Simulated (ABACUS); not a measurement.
# CdSe (Cadmoselite) (P6_3mc) in ABACUS: notebook

Runs on CdSe (Cadmoselite). Level: SOGGA. Tasks: band structure, equation of state.

Program: ABACUS 3.10.1. These are calculated values, not measurements. Logs are shortened: lines on timing, memory, paths and dates and some standing lists are left out, and cuts for length are marked.

**The experiment to reproduce.**

A printed reference work, data compilation reports, for a bulk crystal of CdSe at 2 K: band gap 1.841 eV.

The results are compared with them further down.

## (1) Starting point

The structure is hexagonal, space group P6_3mc (No. 186). Conventional cell: a = 4.300 Å, b = 4.300 Å, c = 7.020 Å, α = 90.00°, β = 90.00°, γ = 120.00°. Cd (site symmetry 3m) has 4 Se at 2.61 to 2.70 Å as nearest neighbours. Se (site symmetry 3m) is surrounded by 4 Cd at 2.61 to 2.70 Å.

## (2) Band structure, SOGGA

File INPUT:

```
INPUT_PARAMETERS
suffix              CdSe
calculation         nscf
basis_type          pw
pseudo_dir          ./
symmetry            -1
dft_functional      GGA_X_SOGGA+GGA_C_PBE
ecutwfc             40.0
pseudo_rcut         10
nspin               1
nbands              28
ks_solver           dav
smearing_method     fd
smearing_sigma      0.00367493
scf_thr             1e-08
scf_nmax            100
mixing_type         broyden
mixing_beta         0.7
ecutrho             320.0
init_chg            file
pw_diag_thr         1e-07
out_band            1
kpar                4
```

File STRU:

```
ATOMIC_SPECIES
Cd 112.4140 cd_pbe_v1.uspp.F.UPF
Se 78.9710 se_pbe_v1.uspp.F.UPF

LATTICE_CONSTANT
1.8897261246

LATTICE_VECTORS
4.3000000000 0.0000000000 0.0000000000
-2.1500000000 3.7239092363 0.0000000000
0.0000000000 0.0000000000 7.0200000000

ATOMIC_POSITIONS
Direct

Cd
0.0
2
0.6666666667 0.3333333333 0.5000000000 1 1 1
0.3333333333 0.6666666667 0.0000000000 1 1 1

Se
0.0
2
0.6666666667 0.3333333333 0.8850000000 1 1 1
0.3333333333 0.6666666667 0.3850000000 1 1 1
```

File KPT:

```
K_POINTS
12
Line
0.00000000 0.00000000 0.00000000 10 // G
0.50000000 0.00000000 0.00000000 10 // M
0.33333333 0.33333333 0.00000000 10 // K
0.00000000 0.00000000 0.00000000 10 // G
0.00000000 0.00000000 0.50000000 10 // A
0.50000000 0.00000000 0.50000000 10 // L
0.33333333 0.33333333 0.50000000 10 // H
0.00000000 0.00000000 0.50000000 1 // A
0.50000000 0.00000000 0.50000000 10 // L
0.50000000 0.00000000 0.00000000 1 // M
0.33333333 0.33333333 0.00000000 10 // K
0.33333333 0.33333333 0.50000000 1 // H
```

Potentials or basis: GBRV ultrasoft 1.5 PBE, plane waves.

Started as:

```bash
OMP_NUM_THREADS=1 mpirun -np 4 abacus > log
```

running log:

```text
ABACUS v3.10.1

               Atomic-orbital Based Ab-initio Computation at UStc

 ------------------------------------------------------------------------------------

 READING GENERAL INFORMATION
                           global_out_dir = OUT.CdSe/
                           global_in_card = INPUT
                               pseudo_dir = ./
                              orbital_dir =
                                    DSIZE = 4
                                    GSIZE = 1
[... 5 lines left out ...]

 READING ATOM TYPE 1
                               atom label = Cd
                      L=0, number of zeta = 1
                      L=1, number of zeta = 1
                      L=2, number of zeta = 1
             number of atom for this type = 2

 READING ATOM TYPE 2
                               atom label = Se
                      L=0, number of zeta = 1
                      L=1, number of zeta = 1
                      L=2, number of zeta = 1
             number of atom for this type = 2

                        TOTAL ATOM NUMBER = 4
DIRECT COORDINATES
    atom                   x                   y                   z     mag                  vx                  vy                  vz
taud_Cd1            0.6666666667        0.3333333333        0.5000000000  0.0000        0.0000000000        0.0000000000        0.0000000000
taud_Cd2            0.3333333333        0.6666666667        0.0000000000  0.0000        0.0000000000        0.0000000000        0.0000000000
taud_Se1            0.6666666667        0.3333333333        0.8850000000  0.0000        0.0000000000        0.0000000000        0.0000000000
taud_Se2            0.3333333333        0.6666666667        0.3850000000  0.0000        0.0000000000        0.0000000000        0.0000000000

                          Volume (Bohr^3) = 758.58
                             Volume (A^3) = 112.41

 Lattice vectors: (Cartesian coordinate: in unit of a_0)
                 +4.3                  +0                  +0
                -2.15            +3.72391                  +0
                   +0                  +0               +7.02
 Reciprocal vectors: (Cartesian coordinate: in unit of 2 pi/a_0)
            +0.232558           +0.134268                  -0
                   -0           +0.268535                  -0
                   +0                  -0            +0.14245
 The esolver type has been set to : ksdft_pw

                PAO radial cut off (Bohr) = 10

 Read in pseudopotential file is cd_pbe_v1.uspp.F.UPF
                     pseudopotential type = US
          exchange-correlation functional = PBE
                 nonlocal core correction = 1
                        valence electrons = 12
                                     lmax = 2
                           number of zeta = 3
                     number of projectors = 6
                           L of projector = 0
                           L of projector = 0
                           L of projector = 1
                           L of projector = 1
                           L of projector = 2
                           L of projector = 2
 XC functional updated to : GGA_X_SOGGA+GGA_C_PBE
          exchange-correlation functional = GGA_X_SOGGA+GGA_C_PBE
                PAO radial cut off (Bohr) = 10

 Read in pseudopotential file is se_pbe_v1.uspp.F.UPF
                     pseudopotential type = US
          exchange-correlation functional = PBE
                 nonlocal core correction = 1
                        valence electrons = 6
                                     lmax = 2
                           number of zeta = 2
                     number of projectors = 6
[... 114 lines left out ...]
                         number of sticks = 211

 PARALLEL PW FOR WAVE FUNCTIONS
     PROC   COLUMNS(POT)             PW
        1            211           4043
 --------------- sum -------------------
        1            211           4043

 SETUP NONLOCAL PSEUDOPOTENTIALS IN PLANE WAVE BASIS
 Cd non-local projectors:
 projector 1 L=0
 projector 2 L=0
 projector 3 L=1
 projector 4 L=1
 projector 5 L=2
 projector 6 L=2
 Se non-local projectors:
 projector 1 L=0
 projector 2 L=0
 projector 3 L=1
 projector 4 L=1
 projector 5 L=2
 projector 6 L=2
      TOTAL NUMBER OF NONLOCAL PROJECTORS = 72

 Init Non-Local PseudoPotential table :
 Init Non-Local-Pseudopotential done.

                                     npwx = 3285

 Make real space PAO into reciprocal space.
       max mesh points in Pseudopotential = 767
     dq(describe PAO in reciprocal space) = 0.01
                                    max q = 763

 number of pseudo atomic orbitals for Cd is 3
WARNING: norm of atomic wavefunction # 2 of atomic type Cd is 0.99999, renormalized
WARNING: norm of atomic wavefunction # 3 of atomic type Cd is 0.999009, renormalized

 number of pseudo atomic orbitals for Se is 2
WARNING: norm of atomic wavefunction # 2 of atomic type Se is 0.999991, renormalized

 -------------------------------------------
 NONSELF-CONSISTENT
 -------------------------------------------
                                 init_chg = file
 try to read charge from file
 Read in the charge density: OUT.CdSe//CdSe-CHARGE-DENSITY.restart

 PW ALGORITHM --------------- ION=   1  ELEC=   1--------------------------------

 k(1/93) Iter steps (avg)=23 threshold=1e-07
 k(2/93) Iter steps (avg)=24 threshold=1e-07
 k(3/93) Iter steps (avg)=15 threshold=1e-07
 k(4/93) Iter steps (avg)=13 threshold=1e-07
 k(5/93) Iter steps (avg)=13 threshold=1e-07
 k(6/93) Iter steps (avg)=14 threshold=1e-07
 k(7/93) Iter steps (avg)=23 threshold=1e-07
 k(8/93) Iter steps (avg)=23 threshold=1e-07
 k(9/93) Iter steps (avg)=20 threshold=1e-07
 k(10/93) Iter steps (avg)=19 threshold=1e-07
[... 4 lines left out ...]
 k(15/93) Iter steps (avg)=31 threshold=1e-07
 k(16/93) Iter steps (avg)=27 threshold=1e-07
 k(17/93) Iter steps (avg)=31 threshold=1e-07
 k(18/93) Iter steps (avg)=30 threshold=1e-07
 k(19/93) Iter steps (avg)=26 threshold=1e-07
 k(20/93) Iter steps (avg)=26 threshold=1e-07
 k(21/93) Iter steps (avg)=18 threshold=1e-07
 k(22/93) Iter steps (avg)=16 threshold=1e-07
 k(23/93) Iter steps (avg)=15 threshold=1e-07
 k(24/93) Iter steps (avg)=15 threshold=1e-07
[... levels at 24 k points of this process ...]

 Density error is 0.00000000000
                          Error Threshold = 1.00000000000e-07
----------------------------------------------------------
     Energy           Rydberg                 eV
----------------------------------------------------------
 E_KohnSham     -314.6609744572      -4281.1821908501
 E_KS(sigma->0) -314.6609638222      -4281.1820461540
 E_Harris       -314.6609744572      -4281.1821908501
 E_band         -2.6138979932        -35.5639066988
 E_one_elec     -82.6445466901       -1124.4367436128
 E_Hartree      67.5156737480        918.5978672825
 E_xc           -136.0382151881      -1850.8948723080
 E_Ewald        -163.4938650571      -2224.4481528197
 E_entropy(-TS) -0.0000212699        -0.0002893921
 E_descf        0.0000000000         0.0000000000
 E_exx          0.0000000000         0.0000000000
 E_Fermi        0.4112609590         5.5954924069
----------------------------------------------------------

 charge density convergence is achieved
 final etot is -4281.1821909 eV
 EFERMI = 5.5954924069 eV

 STATE ENERGY(eV) AND OCCUPATIONS    NSPIN == 1
 1/24 kpoint (Cartesian) = 0.0000 0.0000 0.0000 (3285 pws)
       1       -7.38777      0.0215054
       2       -7.00511      0.0215054
       3       -2.61266      0.0215054
       4       -2.61266      0.0215054
       5       -2.55610      0.0215054
       6       -2.55610      0.0215054
[... 170 lines left out ...]
      27        13.5008    4.65521e-71
      28        14.5029    9.19561e-80

[... levels at 18 further k points ...]

 --------------------------------------------
 !FINAL_ETOT_IS -4281.182190850093 eV
 --------------------------------------------

 Output bands in file: OUT.CdSe/BANDS_1.dat
```

stdout:

```text
ABACUS v3.10.1

               Atomic-orbital Based Ab-initio Computation at UStc

96

 dft_functional readin is: GGA_X_SOGGA+GGA_C_PBE
 dft_functional in pseudopot file is: PBE
 Please make sure this is what you need
 dft_functional readin is: GGA_X_SOGGA+GGA_C_PBE
 dft_functional in pseudopot file is: PBE
 Please make sure this is what you need
 UNIFORM GRID DIM        : 36 * 36 * 54
 UNIFORM GRID DIM(BIG)   : 48 * 48 * 75
 UNIFORM GRID DIM(DENSE) : 48 * 48 * 75
func,idGGA_X_SOGGA 150
func,idGGA_C_PBE 130
 ---------------------------------------------------------
 ---------------------------------------------------------
 SPIN    KPOINTS         PROCESSORS  THREADS
 1       93              4           4
 ---------------------------------------------------------
 Use plane wave basis
 ---------------------------------------------------------
 ELEMENT NATOM       XC
 Cd      2
 Se      2
 ---------------------------------------------------------
 Initial plane wave basis and FFT box
 ---------------------------------------------------------
 -------------------------------------------
 NONSELF-CONSISTENT :
 -------------------------------------------
 START CHARGE      : file
 ITER       ETOT/eV          EDIFF/eV         DRHO     TIME/s
 DA1     -4.28118219e+03   0.00000000e+00   0.0000e+00  20.56
```

Wall time 27 s (4 MPI ranks of Intel Xeon Platinum 8375C at 2.90GHz (Ice Lake), shared host); peak memory 1.4 GiB.

Results:

```yaml
Band_gap_along_the_path: 0.56 eV, direct
```

Levels at the corners of the path, in eV from the Fermi level:
```
point  band 15  band 16  band 17  band 18  band 19  band 20  band 21  band 22
    Γ    -1.05    -0.32    -0.31    -0.31     0.25     1.68     5.46     5.46
    M    -2.95    -2.22    -1.60    -1.17     2.82     2.88     4.37     5.75
    K    -3.47    -2.16    -2.16    -2.15     3.93     4.43     4.43     6.63
    Γ    -1.05    -0.32    -0.31    -0.31     0.25     1.68     5.46     5.46
    A    -0.69    -0.69    -0.69    -0.69     1.91     1.91     5.38     5.38
    L    -1.73    -1.73    -1.64    -1.64     2.55     2.55     4.36     4.36
    H    -2.87    -2.87    -1.40    -1.40     3.37     3.37     5.47     5.47
    A    -0.69    -0.69    -0.69    -0.69     1.91     1.91     5.38     5.38
    L    -1.73    -1.73    -1.64    -1.64     2.55     2.55     4.36     4.36
    M    -2.95    -2.22    -1.60    -1.17     2.82     2.88     4.37     5.75
    K    -3.47    -2.16    -2.16    -2.15     3.93     4.43     4.43     6.63
    H    -2.87    -2.87    -1.40    -1.40     3.37     3.37     5.47     5.47
```

Caveat: the density is read from an earlier self-consistent run, whose mesh may be coarse.

(Continued in part 2 of 2.)
